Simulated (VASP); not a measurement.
Here is a VASP 6.6.1 calculation.

File POSCAR:

```
N
1.0
    4.0840619700      0.0000000000      0.0000000000
    0.0000000000      4.0840619700      0.0000000000
    0.0000000000      0.0000000000      5.3459132500
N
4
Cartesian
    1.6510849697      2.4329770003      2.6729566250
    0.3909460153      0.3909460153      0.0000000000
    2.4329770003      1.6510849697      2.6729566250
    3.6931159547      3.6931159547      0.0000000000
```

Contents of INCAR.step1:

```
SYSTEM = N
  PREC = Accurate
  ENCUT = 600
  EDIFF = 1E-8
  ISMEAR = -5
  SIGMA = 0.05
  LREAL = .False.
  LASPH = .True.
  NELM = 60
  ALGO = Fast
  ISIF = 3
  LWAVE = .False.
  LCHARG = .False.
  GGA = RE
  IVDW = 12
  IBRION = 2
  NSW = 40
  EDIFFG = -0.002
```

File INCAR.step2:

```
SYSTEM = N
  PREC = Accurate
  ENCUT = 600
  EDIFF = 1E-8
  ISMEAR = -5
  SIGMA = 0.05
  LREAL = .False.
  LASPH = .True.
  NELM = 60
  ALGO = Fast
  ISIF = 3
  LWAVE = .False.
  LCHARG = .False.
  GGA = RE
  IVDW = 12
  IBRION = 6
  NFREE = 2
  POTIM = 0.015
  NSW = 1
```

File KPOINTS:

```
Automatic mesh
0
Gamma
  5 5 4
  0 0 0
```

Potentials or basis: VASP PAW PBE potentials, release 54 (N).

Run with:

```bash
$ cat potpaw_PBE.54/N/POTCAR > POTCAR
$ cp INCAR.step1 INCAR
$ mpirun -np 1 vasp_std > vasp.out
$ cp CONTCAR POSCAR
$ cp INCAR.step2 INCAR
$ mpirun -np 1 vasp_std > vasp.out
```

Task: What does it give for the elastic constants C11, C12, C44?

Result: 4, 3, 1 GPa.

Task: What does it give for the Voigt bulk modulus?

Result: 3 GPa.

Task: What does it give for the highest phonon frequency at Γ?

Result: 2408 cm⁻¹.

Phonon frequencies in cm⁻¹ (negative: imaginary):
```csv
q point,frequencies
"(0.000, 0.000, 0.000)",-2 -2 0 51 51 53 53 89 90 104 2407 2408
```

Caveat: the standard files for N, O and F lose accuracy on very short bonds; the PAW data sets were made with another functional, which shifts forces and pressure a little.
